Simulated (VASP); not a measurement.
# As (Fm-3m) in VASP: single point with PBE

Aim: the single point of As with PBE.

Everything below comes from runs of VASP 6.6.1. Logs are shortened: lines on timing, memory, paths and dates and some standing lists are left out, and cuts for length are marked.

### 1 The structure

The structure is cubic, space group Fm-3m (No. 225). The conventional cell has a = 4.167 Å, b = 4.167 Å, c = 4.167 Å, α = 90.00°, β = 90.00°, γ = 90.00°. Around As (site symmetry m-3m) lie 12 As at 2.95 Å.

The cell was built by a generator and needn't be a form met in nature.

### 2 Single point, PBE

INCAR

```
PREC = Accurate
ENCUT = 520
EDIFF = 1E-7
ISMEAR = -1
SIGMA = 0.1
LREAL = F
LASPH = T
NELM = 60
ALGO = Fast
ISIF = 2
LWAVE = F
LCHARG = T
GGA = PE
LELF = T
LVHAR = T
NBANDS = 8
```

KPOINTS

```
regular mesh
0
Gamma
  14 14 14
```

POSCAR

```
As
1.0
    0.0000000000      2.0833050000      2.0833050000
    2.0833050000      0.0000000000      2.0833050000
    2.0833050000      2.0833050000      0.0000000000
As
1
Direct
    0.0000000000      0.0000000000      0.0000000000
```

Potentials or basis: VASP PAW PBE potentials, release 64 (As).

Launch:

```sh
$ cat potpaw_PBE.64/As/POTCAR > POTCAR
$ mpirun -np 1 vasp_std > vasp.out
```

OUTCAR:

```text
PREC = Accurate
   ENCUT = 520
   EDIFF = 1E-7
   ISMEAR = -1
   LREAL = F
   LASPH = T
   NELM = 60
   ISIF = 2
   GGA = PE

 ion  position               nearest neighbor table
   1  0.000  0.000  0.000-

  LATTYP: Found a face centered cubic cell.
 ALAT       =     4.1666100000

  Lattice vectors:

 A1 = (   0.0000000000,   2.0833050000,   2.0833050000)
 A2 = (   2.0833050000,   0.0000000000,   2.0833050000)
 A3 = (   2.0833050000,   2.0833050000,   0.0000000000)

Analysis of symmetry for initial positions (statically):
=====================================================================
 Subroutine PRICEL returns:
 Original cell was already a primitive cell.

 Routine SETGRP: Setting up the symmetry group for a
 face centered cubic supercell.

 Subroutine GETGRP returns: Found 48 space group operations
 (whereof 48 operations were pure point group operations)
 out of a pool of 48 trial point group operations.

The static configuration has the point symmetry O_h .

Analysis of symmetry for dynamics (positions and initial velocities):
=====================================================================
 Subroutine PRICEL returns:
 Original cell was already a primitive cell.

 Routine SETGRP: Setting up the symmetry group for a
 face centered cubic supercell.

 Subroutine GETGRP returns: Found 48 space group operations
 (whereof 48 operations were pure point group operations)
 out of a pool of 48 trial point group operations.

The dynamic configuration has the point symmetry O_h .

 Subroutine INISYM returns: Found 48 space group operations
 (whereof 48 operations are pure point group operations),
 and found     1 'primitive' translations

----------------------------------------------------------------------------------------

                                     Primitive cell

  volume of cell :      18.0838

  direct lattice vectors                    reciprocal lattice vectors
     0.000000000  2.083305000  2.083305000    -0.240003264  0.240003264  0.240003264
     2.083305000  0.000000000  2.083305000     0.240003264 -0.240003264  0.240003264
     2.083305000  2.083305000  0.000000000     0.240003264  0.240003264 -0.240003264

  length of vectors
     2.946238186  2.946238186  2.946238186     0.415697847  0.415697847  0.415697847

  position of ions in fractional coordinates (direct lattice)
     0.000000000  0.000000000  0.000000000

  ion indices of the primitive-cell ions
   primitive index   ion index
                 1           1

----------------------------------------------------------------------------------------

 KPOINTS: regular mesh

Automatic generation of k-mesh.
 Grid dimensions read from file:
 generate k-points for:   14   14   14

 Generating k-lattice:

  Cartesian coordinates                     Fractional coordinates (reciprocal lattice)
    -0.017143090  0.017143090  0.017143090     0.071428571  0.000000000  0.000000000
     0.017143090 -0.017143090  0.017143090     0.000000000  0.071428571  0.000000000
     0.017143090  0.017143090 -0.017143090     0.000000000  0.000000000  0.071428571

  Length of vectors
     0.029692703  0.029692703  0.029692703

  Shift w.r.t. Gamma in fractional coordinates (k-lattice)
     0.000000000  0.000000000  0.000000000

 Subroutine IBZKPT returns following result:
 ===========================================

 Found    104 irreducible k-points:

 Following reciprocal coordinates:
            Coordinates               Weight
  0.000000  0.000000  0.000000      1.000000
  0.071429  0.000000  0.000000      8.000000
  0.142857  0.000000  0.000000      8.000000
  0.214286  0.000000  0.000000      8.000000
  0.285714  0.000000  0.000000      8.000000
  0.357143  0.000000  0.000000      8.000000
[... 16 lines left out ...]
  0.214286  0.142857  0.000000     24.000000
  0.285714  0.142857  0.000000     24.000000
 [... further k-points ...]
   k-points           NKPTS =    104   k-points in BZ     NKDIM =    104   number of bands    NBANDS=      8
   number of dos      NEDOS =    301   number of ions     NIONS =      1
   total plane-waves  NPLWV =  13824
   dimension x,y,z NGX =    24 NGY =   24 NGZ =   24
   dimension x,y,z NGXF=    48 NGYF=   48 NGZF=   48
   ions per type =               1
   NGX,Y,Z   is equivalent  to a cutoff of  13.54, 13.54, 13.54 a.u.
   NGXF,Y,Z  is equivalent  to a cutoff of  27.08, 27.08, 27.08 a.u.
 SYSTEM =  unknown system
   PREC   = accura    normal or accurate (medium, high low for compatibility)
   ISTART =      0    job   : 0-new  1-cont  2-samecut
   ICHARG =      2    charge: 1-file 2-atom 10-const
   ISPIN  =      1    spin polarized calculation?
   LNONCOLLINEAR =      F non collinear calculations
   LSORBIT =      F    spin-orbit coupling
   LASPH  =      T    aspherical Exc in radial PAW
   ENCUT  =  520.0 eV  38.22 Ry    6.18 a.u.   5.48  5.48  5.48*2*pi/ulx,y,z
   NELM   =     60;   NELMIN=  2; NELMDL= -5     # of ELM steps
   EDIFF  = 0.1E-06   stopping-criterion for ELM
   LREAL  =      F    real-space projection
   EDIFFG = 0.1E-05   stopping-criterion for IOM
   NSW    =      0    number of steps for IOM
   IBRION =     -1    ionic relax: 0-MD 1-quasi-New 2-CG
   NFREE  =      0    steps in history (QN), initial steepest desc. (CG)
   ISIF   =      2    stress and relaxation
   ISYM   =      2    0-nonsym 1-usesym 2-fastsym
   POTIM  = 0.5000    time-step for ionic-motion
   TEBEG  =    0.0;   TEEND  =   0.0 temperature during run
   PSTRESS=    0.0 pullay stress
   NELECT =       5.0000    total number of electrons
   NUPDOWN=      -1.0000    fix difference up-down
   EMIN   =  10.00;   EMAX   =-10.00  energy-range for DOS
   EFERMI =   0.00;   METHOD = LEGACY
   ISMEAR =    -1;   SIGMA  =   0.10  broadening in eV -4-tet -1-fermi 0-gaus
   EFERMI_NEDOS =   21; number of points for ismear=-14 and -15
   IALGO  =     68    algorithm
   IMIX   =      4    mixing-type and parameters
     AMIX     =   0.40;   BMIX     =  1.00
     AMIX_MAG =   1.60;   BMIX_MAG =  1.00
  volume/ion in A,a.u.               =      18.08       122.04
  Fermi-wavevector in a.u.,A,eV,Ry     =   1.066519  2.015429 15.476124  1.137463
  Thomas-Fermi vector in A             =   2.202106
   LORBIT       =      0    0 simple, 1 ext, 2 COOP (PROOUT), +10 PAW based schemes
   GGA     = PE    functional components
   LHFCALC =     F    Hartree Fock is set to
   AEXX    =    0.0000 exact exchange contribution
   IVDW    =     0    specifies the selected vdW correction
   LEPSILON=     F    determine dielectric tensor
   LRPA    =     F    only Hartree local field effects (RPA)
 non-spin polarized calculation
 RMM-DIIS sequential band-by-band and
  energy-cutoff  :      520.00
  volume of cell :       18.08
 maximum number of plane-waves:       531
 NGX is ok and might be reduce to    24
   NGX = 11   NGY = 11   NGZ = 11

 number of electron       4.9999999 magnetization

 Free energy of the ion-electron system (eV)
  ---------------------------------------------------
  ext. energy  EPLUGINS =         0.00000000
  ---------------------------------------------------
  free energy    TOTEN  =        -4.10913740 eV

  energy without entropy =       -4.08534024  energy(sigma->0) =       -4.09723882

 E-fermi :   7.2041     XC(G=0): -11.0070

 val. band max:        7.1906340952   @ k =  -0.4286   0.3571   0.1429
 cond. band min:       7.2250991628   @ k =  -0.3571   0.2143   0.0714
 fundamental gap:      0.0344650676
 Fermi energy:         7.2041163793

 k-point     1 :       0.0000    0.0000    0.0000
  band No.  band energies     occupation
      1      -8.4790      2.00000
      2      13.3309      0.00000
      3      13.3309      0.00000
      4      13.3309      0.00000
      5      19.7086      0.00000
      6      19.7086      0.00000
      7      19.7086      0.00000
      8      22.0830      0.00000

 k-point     2 :       0.0714    0.0000    0.0000
  band No.  band energies     occupation
      1      -8.3532      2.00000
      2      12.2682      0.00000
      3      13.1783      0.00000
      4      13.1783      0.00000
      5      19.1867      0.00000
      6      19.9914      0.00000
      7      19.9914      0.00000
      8      22.5744      0.00000

 k-point     3 :       0.1429    0.0000    0.0000
  band No.  band energies     occupation
      1      -7.9773      2.00000
      2       9.9893      0.00000
      3      12.8099      0.00000
      4      12.8099      0.00000
      5      18.4932      0.00000
      6      20.5876      0.00000
      7      20.5876      0.00000
      8      23.6339      0.00000

 k-point     4 :       0.2143    0.0000    0.0000
  band No.  band energies     occupation
      1      -7.3564      2.00000
      2       7.4387      0.17483
      3      12.3819      0.00000
      4      12.3819      0.00000
      5      17.9540      0.00000
      6      20.6284      0.00000
      7      20.6284      0.00000
      8      23.7025      0.00000

 k-point     5 :       0.2857    0.0000    0.0000
  band No.  band energies     occupation
      1      -6.5039      2.00000
      2       4.9622      2.00000
      3      11.9994      0.00000
      4      11.9994      0.00000
      5      17.5897      0.00000
      6      19.9331      0.00000
      7      19.9331      0.00000
      8      22.6647      0.00000

 k-point     6 :       0.3571    0.0000    0.0000
  band No.  band energies     occupation
      1      -5.4571      2.00000
      2       2.7125      2.00000
      3      11.7117      0.00000
      4      11.7117      0.00000
      5      17.3836      0.00000
      6      19.2240      0.00000
      7      19.2240      0.00000
      8      21.7409      0.00000

 k-point     7 :       0.4286    0.0000    0.0000
  band No.  band energies     occupation
      1      -4.3482      2.00000
      2       0.8684      2.00000
      3      11.5368      0.00000
      4      11.5368      0.00000
      5      17.2957      0.00000
      6      18.7547      0.00000
      7      18.7547      0.00000
      8      21.1305      0.00000

 k-point     8 :       0.5000    0.0000    0.0000
  band No.  band energies     occupation
      1      -3.7300      2.00000
      2       0.0033      2.00000
      3      11.4784      0.00000
      4      11.4784      0.00000
      5      17.2750      0.00000
      6      18.5928      0.00000
      7      18.5928      0.00000
      8      20.9163      0.00000

 k-point     9 :       0.0714    0.0714    0.0000
  band No.  band energies     occupation
      1      -8.3113      2.00000
      2      12.6984      0.00000
      3      12.7394      0.00000
      4      12.7394      0.00000
      5      18.4645      0.00000
      6      20.5173      0.00000
      7      20.5173      0.00000
      8      22.4478      0.00000

 k-point    10 :       0.1429    0.0714    0.0000
  band No.  band energies     occupation
      1      -8.0186      2.00000
      2      10.7967      0.00000
      3      12.1923      0.00000
      4      12.7338      0.00000
      5      18.0196      0.00000
      6      20.7779      0.00000
      7      21.3318      0.00000
      8      21.6895      0.00000
[... 78 lines left out ...]
 k-point    18 :      -0.2857    0.0714    0.0000
  band No.  band energies     occupation
      1      -6.0648      2.00000
      2       4.2732      2.00000
      3      10.4820      0.00000
      4      12.2535      0.00000
      5      18.2053      0.00000
      6      19.2347      0.00000
      7      19.5171      0.00000
      8      23.6097      0.00000

 k-point    19 :      -0.2143    0.0714    0.0000
  band No.  band energies     occupation
      1      -6.9868      2.00000
      2       6.6669      1.99075
      3      10.7893      0.00000
      4      12.7349      0.00000
      5      18.4309      0.00000
      6      20.1592      0.00000
      7      20.2493      0.00000
      8      23.0020      0.00000

 k-point    20 :      -0.1429    0.0714    0.0000
  band No.  band energies     occupation
      1      -7.6861      2.00000
      2       9.1595      0.00000
      3      11.2828      0.00000
      4      13.1413      0.00000
      5      18.7081      0.00000
      6      20.4246      0.00000
      7      20.9177      0.00000
      8      22.5074      0.00000

 k-point    21 :      -0.0714    0.0714    0.0000
  band No.  band energies     occupation
      1      -8.1441      2.00000
      2      11.3140      0.00000
      3      12.0784      0.00000
      4      13.3295      0.00000
      5      18.9042      0.00000
      6      20.0225      0.00000
      7      20.6012      0.00000
      8      23.0271      0.00000

 k-point    22 :       0.1429    0.1429    0.0000
  band No.  band energies     occupation
      1      -7.8095      2.00000
      2      11.1955      0.00000
      3      11.5154      0.00000
      4      11.5154      0.00000
      5      16.7780      0.00000
      6      19.9206      0.00000
      7      22.3639      0.00000
      8      22.3639      0.00000

 k-point    23 :       0.2143    0.1429    0.0000
  band No.  band energies     occupation
      1      -7.3525      2.00000
      2       9.2088      0.00000
      3      10.9230      0.00000
      4      11.3500      0.00000
      5      16.5358      0.00000
      6      18.6674      0.00000
      7      22.6969      0.00000
      8      23.1902      0.00000

 k-point    24 :       0.2857    0.1429    0.0000
  band No.  band energies     occupation
      1      -6.6553      2.00000
      2       6.8375      1.95014
      3      10.4878      0.00000
      4      10.8115      0.00000
      5      16.5237      0.00000
      6      18.5557      0.00000
      7      22.5323      0.00000
      8      22.9909      0.00000

 [... further k-points ...]

------------------------ aborting loop because EDIFF is reached ----------------------------------------

  FORCE on cell =-STRESS in cart. coord.  units (eV):
  Direction    XX          YY          ZZ          XY          YZ          ZX
  --------------------------------------------------------------------------------------
  -------------------------------------------------------------------------------------
  Total        0.6937537      0.6937537      0.6937537      0.0000000     -0.0000000      0.0000000
  in kB       61.4649255     61.4649255     61.4649255      0.0000000     -0.0000000      0.0000000
  external PRESSURE =      61.4649255 kB  Pullay stress =       0.0000000 kB

 VOLUME and BASIS-vectors are now :
 -----------------------------------------------------------------------------
  energy-cutoff  :      520.00
  volume of cell :       18.08
      direct lattice vectors                 reciprocal lattice vectors
     0.000000000  2.083305000  2.083305000    -0.240003264  0.240003264  0.240003264
     2.083305000  0.000000000  2.083305000     0.240003264 -0.240003264  0.240003264
     2.083305000  2.083305000  0.000000000     0.240003264  0.240003264 -0.240003264

 POSITION                                       TOTAL-FORCE (eV/Angst)
 -----------------------------------------------------------------------------------
      0.00000      0.00000      0.00000         0.000000      0.000000      0.000000
 -----------------------------------------------------------------------------------
    total drift:                               -0.000000      0.000000     -0.000000

  FREE ENERGIE OF THE ION-ELECTRON SYSTEM (eV)
  ---------------------------------------------------
  free  energy   TOTEN  =        -4.1091374032 eV

  energy  without entropy=       -4.0853402377  energy(sigma->0) =       -4.09723882
```

Run time: 5.7 s. Hardware: 1 thread of Intel Xeon 6975P-C (Granite Rapids), shared host; peak memory 0.14 GiB.

Results:

| Item | Value |
| --- | --- |
| Free energy | -4.1091 eV |
| Pressure | 6.1 GPa |
| Band gap on the k mesh | none (metal or under the smearing width) |
